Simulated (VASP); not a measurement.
# Cu (P6_3/mmc) in VASP: further runs

Runs on Cu. Level: PBE. Tasks: single point.

Everything below comes from runs of VASP 6.6.1. Logs are shortened: lines on timing, memory, paths and dates and some standing lists are left out, and cuts for length are marked.

## (1) The structure

It takes space group P6_3/mmc (No. 194, hexagonal). Conventional cell: a = 2.534 Å, b = 2.534 Å, c = 4.113 Å, α = 90.00°, β = 90.00°, γ = 120.00°. Cu (site symmetry -6m2) is surrounded by 12 Cu at 2.52 to 2.53 Å.

This isn't the form of Cu at room conditions, which is fcc.

## (2) Single point, PBE

Contents of INCAR:

```
SYSTEM = Cu
PREC = Low ; ENCUT = 400
EDIFF = 1E-6 ; ISMEAR = -1
SIGMA = 0.15 ; LREAL = .FALSE.
LASPH = .TRUE. ; NELM = 100
ALGO = Normal ; ISIF = 2
LWAVE = .FALSE. ; LCHARG = .FALSE.
GGA = PE ; NBANDS = 18
ADDGRID = .FALSE.
```

Contents of KPOINTS:

```
Automatic mesh
0
G
  6 6 3
  0 0 0
```

Contents of POSCAR:

```
Cu
1.0
    2.5340966698      0.0000000000      0.0000000000
   -1.2670483349      2.1945920917      0.0000000000
    0.0000000000      0.0000000000      4.1125710000
Cu
2
Direct
    0.6666666667      0.3333333333      0.7500000000
    0.3333333333      0.6666666667      0.2500000000
```

Potentials or basis: VASP PAW PBE potentials, release 64 (Cu).

Started as:

```
> cat potpaw_PBE.64/Cu/POTCAR > POTCAR
> mpirun -np 1 vasp_std > vasp.out
```

OUTCAR:

```text
SYSTEM = Cu
   PREC = Low
   ENCUT = 400
   EDIFF = 1E-6
   ISMEAR = -1
   LREAL = .FALSE.
   LASPH = .TRUE.
   NELM = 100
   ISIF = 2
   GGA = PE

 Found     14 irreducible k-points:

 Following reciprocal coordinates:
            Coordinates               Weight
  0.000000  0.000000  0.000000      1.000000
  0.166667 -0.000000  0.000000      6.000000
  0.333333 -0.000000  0.000000      6.000000
  0.500000  0.000000  0.000000      3.000000
  0.166667  0.166667  0.000000      6.000000
  0.333333  0.166667  0.000000     12.000000
   k-points           NKPTS =     14   k-points in BZ     NKDIM =     14   number of bands    NBANDS=     18
   number of dos      NEDOS =    301   number of ions     NIONS =      2
   total plane-waves  NPLWV =   2880
   dimension x,y,z NGX =    12 NGY =   12 NGZ =   20
   dimension x,y,z NGXF=    16 NGYF=   16 NGZF=   24
   ions per type =               2
   NGX,Y,Z   is equivalent  to a cutoff of   7.87,  7.87,  8.08 a.u.
   NGXF,Y,Z  is equivalent  to a cutoff of  10.50, 10.50,  9.70 a.u.
 SYSTEM =  Cu
   PREC   = low       normal or accurate (medium, high low for compatibility)
   ISTART =      0    job   : 0-new  1-cont  2-samecut
   ICHARG =      2    charge: 1-file 2-atom 10-const
   ISPIN  =      1    spin polarized calculation?
   LNONCOLLINEAR =      F non collinear calculations
   LSORBIT =      F    spin-orbit coupling
   LASPH  =      T    aspherical Exc in radial PAW
   ENCUT  =  400.0 eV  29.40 Ry    5.42 a.u.   4.13  4.13  6.71*2*pi/ulx,y,z
   NELM   =    100;   NELMIN=  2; NELMDL= -5     # of ELM steps
   EDIFF  = 0.1E-05   stopping-criterion for ELM
   LREAL  =      F    real-space projection
   EDIFFG = 0.1E-04   stopping-criterion for IOM
   NSW    =      0    number of steps for IOM
   IBRION =     -1    ionic relax: 0-MD 1-quasi-New 2-CG
   NFREE  =      0    steps in history (QN), initial steepest desc. (CG)
   ISIF   =      2    stress and relaxation
   ISYM   =      2    0-nonsym 1-usesym 2-fastsym
   POTIM  = 0.5000    time-step for ionic-motion
   TEBEG  =    0.0;   TEEND  =   0.0 temperature during run
   PSTRESS=    0.0 pullay stress
   NELECT =      22.0000    total number of electrons
   NUPDOWN=      -1.0000    fix difference up-down
   EMIN   =  10.00;   EMAX   =-10.00  energy-range for DOS
   EFERMI =   0.00;   METHOD = LEGACY
   ISMEAR =    -1;   SIGMA  =   0.15  broadening in eV -4-tet -1-fermi 0-gaus
   EFERMI_NEDOS =   21; number of points for ismear=-14 and -15
   IALGO  =     38    algorithm
   IMIX   =      4    mixing-type and parameters
     AMIX     =   0.40;   BMIX     =  1.00
     AMIX_MAG =   1.60;   BMIX_MAG =  1.00
  volume/ion in A,a.u.               =      11.44        77.17
  Fermi-wavevector in a.u.,A,eV,Ry     =   1.616041  3.053874 35.532800  2.611587
  Thomas-Fermi vector in A             =   2.710691
   LORBIT       =      0    0 simple, 1 ext, 2 COOP (PROOUT), +10 PAW based schemes
   GGA     = PE    functional components
   LHFCALC =     F    Hartree Fock is set to
   AEXX    =    0.0000 exact exchange contribution
   IVDW    =     0    specifies the selected vdW correction
   LEPSILON=     F    determine dielectric tensor
   LRPA    =     F    only Hartree local field effects (RPA)
 non-spin polarized calculation
  energy-cutoff  :      400.00
  volume of cell :       22.87
 maximum number of plane-waves:       428
   NGX =  9   NGY =  9   NGZ = 13

 number of electron      22.0001585 magnetization

 Free energy of the ion-electron system (eV)
  ---------------------------------------------------
  ext. energy  EPLUGINS =         0.00000000
  ---------------------------------------------------
  free energy    TOTEN  =        -7.32398832 eV

  energy without entropy =       -7.21899052  energy(sigma->0) =       -7.27148942

 E-fermi :   7.9652     XC(G=0): -12.9180

 val. band max:        7.9534349568   @ k =   0.5000   0.0000   0.0000
 cond. band min:       8.0262269864   @ k =   0.3333   0.1667   0.3333
 fundamental gap:      0.0727920296
 Fermi energy:         7.9651963753

 k-point     1 :       0.0000    0.0000    0.0000
  band No.  band energies     occupation
      1      -1.6103      2.00000
      2       2.7187      2.00000
      3       4.8477      2.00000
      4       4.8922      2.00000
      5       4.8924      2.00000
      6       5.1156      2.00000
[... 10 lines left out ...]
     17      31.7492      0.00000
     18      31.7499      0.00000

 k-point     2 :       0.1667   -0.0000    0.0000
  band No.  band energies     occupation
      1      -0.7119      2.00000
      2       3.1760      2.00000
      3       4.5114      2.00000
      4       4.6988      2.00000
      5       4.9454      2.00000
      6       5.2097      2.00000
[... 10 lines left out ...]
     17      30.0098      0.00000
     18      31.8739      0.00000

 k-point     3 :       0.3333   -0.0000    0.0000
  band No.  band energies     occupation
      1       1.5923      2.00000
      2       3.4750      2.00000
      3       3.7649      2.00000
      4       4.4116      2.00000
      5       4.9172      2.00000
      6       4.9465      2.00000
[... 10 lines left out ...]
     17      23.8252      0.00000
     18      27.8029      0.00000

 k-point     4 :       0.5000    0.0000    0.0000
  band No.  band energies     occupation
      1       2.9828      2.00000
      2       3.2292      2.00000
      3       3.4693      2.00000
      4       4.7875      2.00000
      5       4.8160      2.00000
      6       4.9232      2.00000
[... 10 lines left out ...]
     17      21.2219      0.00000
     18      27.2940      0.00000

 k-point     5 :       0.1667    0.1667    0.0000
  band No.  band energies     occupation
      1       0.9344      2.00000
      2       3.6988      2.00000
      3       4.0061      2.00000
      4       4.1304      2.00000
      5       4.8314      2.00000
      6       4.9014      2.00000
[... 10 lines left out ...]
     17      26.9554      0.00000
     18      27.7523      0.00000

 k-point     6 :       0.3333    0.1667    0.0000
  band No.  band energies     occupation
      1       3.0371      2.00000
      2       3.5808      2.00000
      3       3.6002      2.00000
      4       4.2436      2.00000
      5       4.6790      2.00000
      6       4.9404      2.00000
[... 10 lines left out ...]
     17      21.5479      0.00000
     18      25.3690      0.00000

 [... further k-points ...]

------------------------ aborting loop because EDIFF is reached ----------------------------------------

  FORCE on cell =-STRESS in cart. coord.  units (eV):
  Direction    XX          YY          ZZ          XY          YZ          ZX
  --------------------------------------------------------------------------------------
  -------------------------------------------------------------------------------------
  Total        1.1802130      1.1802130      1.1186108      0.0000000      0.0000000      0.0000000
  in kB       82.6762126     82.6762126     78.3608583      0.0000000      0.0000000      0.0000000
  external PRESSURE =      81.2377612 kB  Pullay stress =       0.0000000 kB

 VOLUME and BASIS-vectors are now :
 -----------------------------------------------------------------------------
  energy-cutoff  :      400.00
  volume of cell :       22.87
      direct lattice vectors                 reciprocal lattice vectors
     2.534096670  0.000000000  0.000000000     0.394617937  0.227832772  0.000000000
    -1.267048335  2.194592092  0.000000000     0.000000000  0.455665544  0.000000000
     0.000000000  0.000000000  4.112571000     0.000000000  0.000000000  0.243156896

 POSITION                                       TOTAL-FORCE (eV/Angst)
 -----------------------------------------------------------------------------------
      1.26705      0.73153      3.08443        -0.000000      0.000000      0.000000
     -0.00000      1.46306      1.02814         0.000000     -0.000000      0.000000
 -----------------------------------------------------------------------------------
    total drift:                               -0.000000      0.000000     -0.000000

  FREE ENERGIE OF THE ION-ELECTRON SYSTEM (eV)
  ---------------------------------------------------
  free  energy   TOTEN  =        -7.3239883159 eV

  energy  without entropy=       -7.2189905220  energy(sigma->0) =       -7.27148942
```

It took 6.9 s on 1 thread of AMD EPYC 7R13 (Zen 3), shared host; peak memory 0.07 GiB.

The run converged, but some of its settings lie outside the range that counts as converged, so its numbers aren't taken as properties of the crystal.

What came out:

| Property | Result |
| --- | --- |
| Free energy | -7.3240 eV |
| Pressure | 8.1 GPa |
| Band gap on the k mesh | none (metal or under the smearing width) |

Caveat: the k mesh is coarse (spacing up to 0.51 Å⁻¹), so the values aren't converged.

## (3) Single point, PBE

INCAR: that of step 2 with these lines changed.

```diff
@@ -1,3 +1,3 @@
 SYSTEM = Cu
-PREC = Low ; ENCUT = 400
+PREC = Normal ; ENCUT = 400
 EDIFF = 1E-6 ; ISMEAR = -1
```

KPOINTS is that of step 2.

POSCAR is that of step 2.

Potentials or basis: VASP PAW PBE potentials, release 64 (Cu).

Started as:

```
> cat potpaw_PBE.64/Cu/POTCAR > POTCAR
> mpirun -np 1 vasp_std > vasp.out
```

It took 6.2 s on 1 thread of AMD EPYC 7R13 (Zen 3), shared host; peak memory 0.08 GiB.

These settings aren't checked as converged: the numbers below hold their error.

What came out:

```yaml
Free_energy: -7.3172 eV
Pressure: 8.0 GPa
Band_gap_on_the_k_mesh: none (metal or under the smearing width)
```

Caveat: the k mesh is coarse (spacing up to 0.51 Å⁻¹), so the values aren't converged.

## (4) Single point, PBE

Contents of INCAR:

```
SYSTEM = Cu
PREC = Accurate ; ENCUT = 400
EDIFF = 1E-6 ; ISMEAR = -1
SIGMA = 0.15 ; LREAL = Auto
LASPH = .TRUE. ; NELM = 100
ALGO = Normal ; ISIF = 2
LWAVE = .FALSE. ; LCHARG = .FALSE.
GGA = PE ; NBANDS = 18
ADDGRID = .FALSE.
```

KPOINTS is that of step 3.

POSCAR is that of step 3.

Started as:

```
> cat potpaw_PBE.64/Cu/POTCAR > POTCAR
> mpirun -np 1 vasp_std > vasp.out
```

Wall time 13 s (1 thread of AMD EPYC 7R13 (Zen 3), shared host); peak memory 0.09 GiB.

The run converged, but some of its settings lie outside the range that counts as converged, so its numbers aren't taken as properties of the crystal.

What came out:

| Quantity | Value |
| --- | --- |
| Free energy | -7.3176 eV |
| Pressure | 8.0 GPa |
| Band gap on the k mesh | none (metal or under the smearing width) |

Caveat: the k mesh is coarse (spacing up to 0.51 Å⁻¹), so the values aren't converged.

## (5) Single point, PBE

Contents of INCAR:

```
SYSTEM = Cu
PREC = Accurate ; ENCUT = 400
EDIFF = 0.01 ; ISMEAR = -1
SIGMA = 0.15 ; LREAL = .FALSE.
LASPH = .TRUE. ; NELM = 100
ALGO = Normal ; ISIF = 2
LWAVE = .FALSE. ; LCHARG = .FALSE.
GGA = PE ; NBANDS = 18
ADDGRID = .FALSE.
```

KPOINTS is that of step 4.

POSCAR is that of step 4.

Started as:

```
> cat potpaw_PBE.64/Cu/POTCAR > POTCAR
> mpirun -np 1 vasp_std > vasp.out
```

It took 7.7 s on 1 thread of AMD EPYC 7R13 (Zen 3), shared host; peak memory 0.08 GiB.

The run converged, but some of its settings lie outside the range that counts as converged, so its numbers aren't taken as properties of the crystal.

What came out:

* Free energy: -7.3166 eV
* Pressure: 7.1 GPa
* Band gap on the k mesh: none (metal or under the smearing width)

Caveat: the k mesh is coarse (spacing up to 0.51 Å⁻¹), so the values aren't converged.

## (6) Single point, PBE

INCAR: that of step 5 with these lines changed.

```diff
@@ -2,3 +2,3 @@
 PREC = Accurate ; ENCUT = 400
-EDIFF = 0.01 ; ISMEAR = -1
+EDIFF = 0.001 ; ISMEAR = -1
 SIGMA = 0.15 ; LREAL = .FALSE.
```

KPOINTS is that of step 5.

POSCAR is that of step 5.

Potentials or basis: VASP PAW PBE potentials, release 64 (Cu).

Started as:

```
> cat potpaw_PBE.64/Cu/POTCAR > POTCAR
> mpirun -np 1 vasp_std > vasp.out
```

OUTCAR:

```text
SYSTEM = Cu
   PREC = Accurate
   ENCUT = 400
   EDIFF = 0.001
   ISMEAR = -1
   LREAL = .FALSE.
   LASPH = .TRUE.
   NELM = 100
   ISIF = 2
   GGA = PE

 Found     14 irreducible k-points:

 Following reciprocal coordinates:
            Coordinates               Weight
  0.000000  0.000000  0.000000      1.000000
  0.166667 -0.000000  0.000000      6.000000
  0.333333 -0.000000  0.000000      6.000000
  0.500000  0.000000  0.000000      3.000000
  0.166667  0.166667  0.000000      6.000000
[... 203 lines left out ...]
------------------------ aborting loop because EDIFF is reached ----------------------------------------

  FORCE on cell =-STRESS in cart. coord.  units (eV):
  Direction    XX          YY          ZZ          XY          YZ          ZX
  --------------------------------------------------------------------------------------
  -------------------------------------------------------------------------------------
  Total        0.9588429      0.9588429      0.8161645      0.0000000      0.0000000      0.0000000
  in kB       67.1688050     67.1688050     57.1739109      0.0000000      0.0000000      0.0000000
  external PRESSURE =      63.8371736 kB  Pullay stress =       0.0000000 kB

 VOLUME and BASIS-vectors are now :
 -----------------------------------------------------------------------------
  energy-cutoff  :      400.00
  volume of cell :       22.87
      direct lattice vectors                 reciprocal lattice vectors
     2.534096670  0.000000000  0.000000000     0.394617937  0.227832772  0.000000000
    -1.267048335  2.194592092  0.000000000     0.000000000  0.455665544  0.000000000
     0.000000000  0.000000000  4.112571000     0.000000000  0.000000000  0.243156896

 POSITION                                       TOTAL-FORCE (eV/Angst)
 -----------------------------------------------------------------------------------
      1.26705      0.73153      3.08443        -0.000000      0.000000      0.000000
     -0.00000      1.46306      1.02814         0.000000     -0.000000      0.000000
 -----------------------------------------------------------------------------------
    total drift:                               -0.000000      0.000000     -0.000000

  FREE ENERGIE OF THE ION-ELECTRON SYSTEM (eV)
  ---------------------------------------------------
  free  energy   TOTEN  =        -7.3167890977 eV

  energy  without entropy=       -7.2117833221  energy(sigma->0) =       -7.26428621
```

It used 4 s of CPU time on 1 thread of AMD EPYC 7R13 Processor (Zen 3) (shared host), which was overloaded at the time.

These settings aren't checked as converged: the numbers below hold their error.

Results:

```yaml
Free_energy: -7.3168 eV
Pressure: 6.4 GPa
Band_gap_on_the_k_mesh: none (metal or under the smearing width)
```

Caveat: the k mesh is coarse (spacing up to 0.51 Å⁻¹), so the values aren't converged.
